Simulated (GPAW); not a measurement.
The system is CdSe (Cadmoselite).

```
Cd Se
1.0
     4.30000    0.00000    0.00000
    -2.15000    3.72391    0.00000
     0.00000    0.00000    7.02000
Cd Se
2 2
Cartesian
  2.1500 1.2413 3.5100
  0.0000 2.4826 0.0000
  2.1500 1.2413 6.2127
  0.0000 2.4826 2.7027
```

* Program: GPAW 26.7.0
* Task: relaxation of cell and atoms
* Functional: PBEsol
* Potentials or basis: PAW data sets generated in the run's folder for this functional
* Cutoff: 600 eV
* Basis: pw
* k mesh: 5 × 5 × 3
* Occupations: fermi-dirac, width 0.05 eV
* Spin: no spin polarisation

At the start: pressure 0.0 GPa; volume 28.10 Å³/atom.

Question: How do energy, volume and symmetry change on relaxing?

Answer: Over 15 steps the energy falls by 4.7 meV/atom and the volume is 28.06 Å³/atom (-0.2 %); space group P6_3mc (No. 186, to 0.05 Å).

The path:
```tsv
step	energy change (eV)	largest force (eV/Å)	pressure (GPa)	volume (Å³)
1	0.0000	0.2690	0.00	112.41
2	-0.0034	0.2455	-0.02	112.41
3	-0.0091	0.1989	-0.05	112.41
4	-0.0148	0.1299	-0.07	112.40
5	-0.0181	0.0420	-0.08	112.37
6	-0.0176	0.0572	-0.05	112.31
7	-0.0176	0.0553	-0.05	112.31
8	-0.0177	0.0513	-0.04	112.30
9	-0.0179	0.0457	-0.04	112.30
10	-0.0180	0.0384	-0.04	112.29
11	-0.0182	0.0299	-0.04	112.28
12	-0.0184	0.0203	-0.03	112.27
13	-0.0185	0.0101	-0.03	112.26
14	-0.0186	0.0014	-0.02	112.25
15	-0.0186	0.0134	-0.01	112.23
```

Final structure:
```yaml
crystal:
  lattice:
    - [4.30600, 0.00000, 0.00000]
    - [-2.15300, 3.72910, 0.00000]
    - [0.00000, 0.00000, 6.98924]
  atoms:
    - { symbol: Cd, position: [0.66667, 0.33333, 0.50391] }
    - { symbol: Cd, position: [0.33333, 0.66667, 0.00391] }
    - { symbol: Se, position: [0.66667, 0.33333, 0.88109] }
    - { symbol: Se, position: [0.33333, 0.66667, 0.38109] }
```

Caveat: later steps reuse the first step's grids.
